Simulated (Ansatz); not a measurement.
# Si (I4_1/amd) in Ansatz: equation of state

Aim: energy against volume of Si in PBE, for its equilibrium volume and stiffness.

All numbers are computed with Ansatz 0.2.0; they aren't measurements. Logs are shortened: lines on timing, memory, paths and dates and some standing lists are left out, and cuts for length are marked.

## 1. The structure

Symmetry: I4_1/amd, No. 141, tetragonal system. The conventional cell has a = 4.743 Å, b = 4.743 Å, c = 2.659 Å, α = 90.00°, β = 90.00°, γ = 90.00°. Around Si (site symmetry -4m2) lie 6 Si at 2.46 to 2.66 Å.

This isn't the form of Si at room conditions, which is diamond.

## 2. Single point, PBE, 14.05 Å³/atom (volume scaled by 0.94)

Contents of input.yaml:

```yaml
crystal:
  lattice:
    - [-2.3229633681, 2.3229633681, 1.3021299107]
    - [2.3229633681, -2.3229633681, 1.3021299107]
    - [2.3229633681, 2.3229633681, -1.3021299107]
  atoms:
    - { symbol: Si, position: [0.5, 0.5, 0.0] }
    - { symbol: Si, position: [0.25, 0.75, 0.5] }
hamiltonian:
  xc: pbe
  pseudopotentials: { kind: paw }
kpoints:
  mp_grid: { grid: [11, 11, 11] }
scf:
  occupations: { method: fermi_dirac, width: 0.05 }
output:
  forces: true
  stress: true
  eigenvalues: true
  write_density: true
  write_potential: true
  elf: true
  volumetric_format: npy
```

Potentials or basis: Ansatz PAW.

Launch:

```bash
$ ansatz run input.yaml --threads 2 --pin off --max-ram 5120MiB --backend cpu --events-out ev --progress --plain --runs-dir out
```

The program printed:

```text
Warning: RAYON_NUM_THREADS=2 ignored (pool sized by the plan → 2); use --threads N
Engine: ansatz 0.2.0, x86_64-unknown-linux-gnu
Pseudopotentials: kind: paw
Pseudopotential: Si, paw, valence charge 4, recommended cutoff 420 eV (normal), Si.paw.azcp
Functional definition: PBE
  parameter kappa = 0.804
  parameter beta = 0.06672455060314922
  exchange = pbe_x(kappa = kappa, mu = beta*pi^2/3)
  correlation = pbe_c(beta = beta)
Crystal: 2 atoms, lattice volume = 28.106 Å³
Basis set: ecut = 420 eV, 541 PW (Γ), exchange–correlation on 48×48×48 points (8 copies of the dense FFT grid, shifted against one another)
Bands: 8, of which v1, the nominal top of the filled ones, is band 4 counted from 1 (3 counted from 0)
Symmetry: 16 space group operations
Space group: I41/amd (ITA 141), of the structure as read, at distance tolerance 3.0e-5 Å
k-points: 126 of 1331
Non-local potential: Si, projectors of the file, l = 0: 2, l = 1: 2, l = 2: 2
PAW form: soft (Blöchl's): semilocal exchange-correlation on the pseudo side does not see the compensation charge
PAW one-centre angular grid: Si, 110 points (default); XC on 64 Gauss nodes
Initial density: superposition of atomic densities (neutral atoms: chi_scale 0, normalization atom), corrected by the library's trained network
Initial wavefunctions: pseudopotential atomic-orbital guess
Functional: x = pbe(κ = 0.804, μ = 0.2195149727645171), c = pbe(β = 0.06672455060314922)
SCF iter   1: F=—  HF=-1270.942409 eV  |F-HF|=—  |Δ(HF+E_count)|=         —  Δρ=1.64e-3  dr2=3.04e-4  ethr=1.77e-3  ⟨swp⟩=5.2  Hψ=8198  notcnv=0
preconditioner: auto → none  [metal: Δε(μ)=0.026 eV  Ē_g=10.641 eV  σ=0.050 eV  W_gap=0.13  n_scr=4 (ndim 8)  ℏωp=19.8 eV  f_vac=0.000  D(μ)=0.80/eV (n_scr^D=4)  sad-step TF]
SCF iter   2: F=—  HF=-1270.942611 eV  |F-HF|=—  |Δ(HF+E_count)|=   2.02e-4  Δρ=9.61e-4  dr2=1.07e-4  ethr=3.80e-6  ⟨swp⟩=1.9  Hψ=2195  notcnv=0
SCF iter   3: F=—  HF=-1270.942685 eV  |F-HF|=—  |Δ(HF+E_count)|=   7.35e-5  Δρ=6.22e-5  dr2=7.43e-7  ethr=1.34e-6  ⟨swp⟩=2.0  Hψ=1510  notcnv=0
SCF iter   4: F=—  HF=-1270.942687 eV  |F-HF|=—  |Δ(HF+E_count)|=   1.96e-6  Δρ=1.03e-5  dr2=1.08e-8  ethr=9.29e-9  ⟨swp⟩=2.0  Hψ=1493  notcnv=0
iter 5 did not close the SCF: its close was put off for the readings that it lacked (scf_convergence_deferred on its scf_iter line)
SCF iter   5: F=-1270.942687 eV  HF=-1270.942687 eV  |F-HF|=1.75e-10  |Δ(HF+E_count)|=   1.86e-8  Δρ=1.14e-6  dr2=1.58e-10  ethr=1.35e-10  ⟨swp⟩=2.1  Hψ=1528  notcnv=0
SCF iter   6: F=-1270.942687 eV  HF=-1270.942687 eV  |F-HF|=6.82e-13  |Δ(HF+E_count)|=  1.89e-10  Δρ=4.93e-8  dr2=3.47e-13  ethr=1.98e-12  ⟨swp⟩=3.8  Hψ=4306  notcnv=0
SCF 1 converged in 6 iterations: F = -1270.942687 eV  dr2 = 3.47e-13
SCF converged after 6 iterations
Free energy (F): -1270.942687 eV
Harris-Foulkes:  -1270.942687 eV  (|F-HF|=6.82e-13)
Internal energy: -1270.936138 eV  (E = F + TS)
E sigma→0 (E₀):  -1270.939412 eV
Entropy (-TS):   -0.006549 eV (-3.274 meV/atom)
Fermi energy:    10.797074 eV
--- Per-component energies (eV) ---
  E_band       = 40.527805
  E_kinetic    = 85.354279
  E_local      = 0.893092  (includes V_loc(G=0)·N_el)
  E_nonlocal   = 51.807225
  E_hartree    = 2.039540
  E_xc         = -113.010561
  E_vxc        = -97.023053  (∫ρ·V_xc dr)
  E_paw        = -1025.177215  (= ΣΔE_a)
  E_vpaw       = -4.582830  (= ΣTr[D̂ρ^β])
  E_aug_tail   = 0.000013  (compensation charges beyond the density's cutoff)
  E_ewald      = -272.842510
  E_smearing   = -0.006549  (= −TS)
  E_closure    = 0.000000  (closes the sum)
  Σ components = -1270.942687   (vs F -1270.942687, Δ=0.00e0)
--- Forces (eV/Å), atoms counted from 1 ---
  atom   1  Si    -0.00000000    -0.00000000    -0.00000000
  atom   2  Si     0.00000000     0.00000000     0.00000000
  max |Σ_I F_I| component: 1.39e-17 eV/Å
--- Stress (GPa, compression-positive) ---
       13.114911       0.000000       0.000000
        0.000000      13.114911      -0.000000
        0.000000      -0.000000       9.364853
  P = ⅓ Tr σ = 11.8649 GPa (118.649 kbar)
--- Band table (eV; the first three rows and the last of 126) ---
  k-point 0: bands = ["-3.6815", "8.2114", "8.2114", "9.2738", "12.0693", "18.5367", "20.4710", "20.4710"]
  k-point 1: bands = ["-3.5711", "6.8082", "8.3101", "10.1504", "12.8680", "17.5169", "19.6901", "20.3704"]
  k-point 2: bands = ["-3.2403", "4.9612", "8.6061", "10.8164", "14.8463", "15.9358", "18.3275", "20.0368"]
  k-point 125: bands = ["1.6517", "2.3787", "3.5554", "4.2740", "16.5184", "16.5366", "24.0736", "24.6691"]
```

Wall time 1.6 s (2 threads of Intel Xeon Platinum 8488C (Sapphire Rapids), shared host); peak memory 0.34 GiB.

Results:

* Free energy: -1270.9427 eV
* Pressure: 11.9 GPa
* Band gap on the k mesh: none (metal or under the smearing width)

## 3. Single point, PBE, 14.35 Å³/atom (volume scaled by 0.96)

Contents of input.yaml:

```yaml
crystal:
  lattice:
    - [-2.339322804, 2.339322804, 1.3113001418]
    - [2.339322804, -2.339322804, 1.3113001418]
    - [2.339322804, 2.339322804, -1.3113001418]
  atoms:
    - { symbol: Si, position: [0.5, 0.5, 0.0] }
    - { symbol: Si, position: [0.25, 0.75, 0.5] }
hamiltonian:
  xc: pbe
  pseudopotentials: { kind: paw }
kpoints:
  mp_grid: { grid: [11, 11, 11] }
scf:
  occupations: { method: fermi_dirac, width: 0.05 }
output:
  forces: true
  stress: true
  eigenvalues: true
```

Potentials or basis: Ansatz PAW.

Launch:

```bash
$ ansatz run input.yaml --threads 2 --pin off --max-ram 5120MiB --backend cpu --events-out ev --progress --plain --runs-dir out
```

It took 1.2 s on 2 threads of Intel Xeon Platinum 8488C (Sapphire Rapids), shared host; peak memory 0.33 GiB.

The run converged. Its results:

* Free energy: -1270.9809 eV
* Pressure: 8.7 GPa
* Band gap on the k mesh: none (metal or under the smearing width)

## 4. Single point, PBE, 14.65 Å³/atom (volume scaled by 0.98)

Contents of input.yaml:

```yaml
crystal:
  lattice:
    - [-2.3554565746, 2.3554565746, 1.3203438769]
    - [2.3554565746, -2.3554565746, 1.3203438769]
    - [2.3554565746, 2.3554565746, -1.3203438769]
  atoms:
    - { symbol: Si, position: [0.5, 0.5, 0.0] }
    - { symbol: Si, position: [0.25, 0.75, 0.5] }
hamiltonian:
  xc: pbe
  pseudopotentials: { kind: paw }
kpoints:
  mp_grid: { grid: [11, 11, 11] }
scf:
  occupations: { method: fermi_dirac, width: 0.05 }
output:
  forces: true
  stress: true
  eigenvalues: true
  write_density: true
  write_potential: true
  elf: true
  volumetric_format: npy
```

Launch:

```bash
$ ansatz run input.yaml --threads 2 --pin off --max-ram 5120MiB --backend cpu --events-out ev --progress --plain --runs-dir out
```

Run time: 1.8 s. Hardware: 2 threads of Intel Xeon Platinum 8488C (Sapphire Rapids), shared host; peak memory 0.34 GiB.

It converged, with:

| Property | Result |
| --- | --- |
| Free energy | -1271.0078 eV |
| Pressure | 5.8 GPa |
| Band gap on the k mesh | none (metal or under the smearing width) |

## 5. Single point, PBE, 14.95 Å³/atom

Contents of input.yaml:

```yaml
crystal:
  lattice:
    - [-2.3713723045, 2.3713723045, 1.3292653899]
    - [2.3713723045, -2.3713723045, 1.3292653899]
    - [2.3713723045, 2.3713723045, -1.3292653899]
  atoms:
    - { symbol: Si, position: [0.5, 0.5, 0.0] }
    - { symbol: Si, position: [0.25, 0.75, 0.5] }
hamiltonian:
  xc: pbe
  pseudopotentials: { kind: paw }
kpoints:
  mp_grid: { grid: [11, 11, 11] }
scf:
  occupations: { method: fermi_dirac, width: 0.05 }
output:
  forces: true
  stress: true
  eigenvalues: true
```

Launch:

```bash
$ ansatz run input.yaml --threads 2 --pin off --max-ram 5120MiB --backend cpu --events-out ev --progress --plain --runs-dir out
```

It took 1.1 s on 2 threads of Intel Xeon Platinum 8488C (Sapphire Rapids), shared host; peak memory 0.34 GiB.

Results (log left out):

| Quantity | Value |
| --- | --- |
| Free energy | -1271.0245 eV |
| Pressure | 3.2 GPa |
| Band gap on the k mesh | none (metal or under the smearing width) |

## 6. Single point, PBE, 15.25 Å³/atom (volume scaled by 1.02)

input.yaml, as its differences from that of step 5:

```diff
@@ -2,5 +2,5 @@
   lattice:
-    - [-2.3713723045, 2.3713723045, 1.3292653899]
-    - [2.3713723045, -2.3713723045, 1.3292653899]
-    - [2.3713723045, 2.3713723045, -1.3292653899]
+    - [-2.3870772145, 2.3870772145, 1.3380687285]
+    - [2.3870772145, -2.3870772145, 1.3380687285]
+    - [2.3870772145, 2.3870772145, -1.3380687285]
   atoms:
```

Potentials or basis: Ansatz PAW.

Launch:

```bash
$ ansatz run input.yaml --threads 2 --pin off --max-ram 5120MiB --backend cpu --events-out ev --progress --plain --runs-dir out
```

It took 1.3 s on 2 threads of Intel Xeon Platinum 8488C (Sapphire Rapids), shared host; peak memory 0.34 GiB.

It converged, with:

* Free energy: -1271.0321 eV
* Pressure: 0.9 GPa
* Band gap on the k mesh: none (metal or under the smearing width)

## 7. Single point, PBE, 15.55 Å³/atom (volume scaled by 1.04)

Contents of input.yaml:

```yaml
crystal:
  lattice:
    - [-2.4025781503, 2.4025781503, 1.3467577299]
    - [2.4025781503, -2.4025781503, 1.3467577299]
    - [2.4025781503, 2.4025781503, -1.3467577299]
  atoms:
    - { symbol: Si, position: [0.5, 0.5, 0.0] }
    - { symbol: Si, position: [0.25, 0.75, 0.5] }
hamiltonian:
  xc: pbe
  pseudopotentials: { kind: paw }
kpoints:
  mp_grid: { grid: [11, 11, 11] }
scf:
  occupations: { method: fermi_dirac, width: 0.05 }
output:
  forces: true
  stress: true
  eigenvalues: true
  write_density: true
  write_potential: true
  elf: true
  volumetric_format: npy
```

Launch:

```bash
$ ansatz run input.yaml --threads 2 --pin off --max-ram 5120MiB --backend cpu --events-out ev --progress --plain --runs-dir out
```

It took 1.6 s on 2 threads of Intel Xeon Platinum 8488C (Sapphire Rapids), shared host; peak memory 0.34 GiB.

Results (log left out):

```yaml
Free_energy: -1271.0316 eV
Pressure: -1.2 GPa
Band_gap_on_the_k_mesh: none (metal or under the smearing width)
```

## 8. Single point, PBE, 15.85 Å³/atom (volume scaled by 1.06)

Contents of input.yaml:

```yaml
crystal:
  lattice:
    - [-2.4178816084, 2.4178816084, 1.3553360359]
    - [2.4178816084, -2.4178816084, 1.3553360359]
    - [2.4178816084, 2.4178816084, -1.3553360359]
  atoms:
    - { symbol: Si, position: [0.5, 0.5, 0.0] }
    - { symbol: Si, position: [0.25, 0.75, 0.5] }
hamiltonian:
  xc: pbe
  pseudopotentials: { kind: paw }
kpoints:
  mp_grid: { grid: [11, 11, 11] }
scf:
  occupations: { method: fermi_dirac, width: 0.05 }
output:
  forces: true
  stress: true
  eigenvalues: true
```

Launch:

```bash
$ ansatz run input.yaml --threads 2 --pin off --max-ram 5120MiB --backend cpu --events-out ev --progress --plain --runs-dir out
```

It took 1.3 s on 2 threads of Intel Xeon Platinum 8488C (Sapphire Rapids), shared host; peak memory 0.34 GiB.

The run converged. Its results:

```yaml
Free_energy: -1271.0238 eV
Pressure: -3.0 GPa
Band_gap_on_the_k_mesh: none (metal or under the smearing width)
```

## 9. Equation of state, PBE

Potentials or basis: Ansatz PAW.

This step only gathers the single runs of the series.

What came out:

| Property | Result |
| --- | --- |
| Equilibrium volume | 15.38 Å³/atom |
| Bulk modulus at fixed shape and positions | 107 GPa |
| Pressure derivative of the bulk modulus | 4.7 |

Energy against volume, from the lowest point:
```tsv
volume (Å³/atom)	energy (meV/atom)
14.053	44.71
14.352	25.61
14.651	12.17
14.950	3.81
15.249	0.00
15.548	0.27
15.847	4.17
```

Caveat: the cell was scaled at fixed shape and fractional positions, which overstates the stiffness of a crystal with free parameters, most of all of layers and chains.
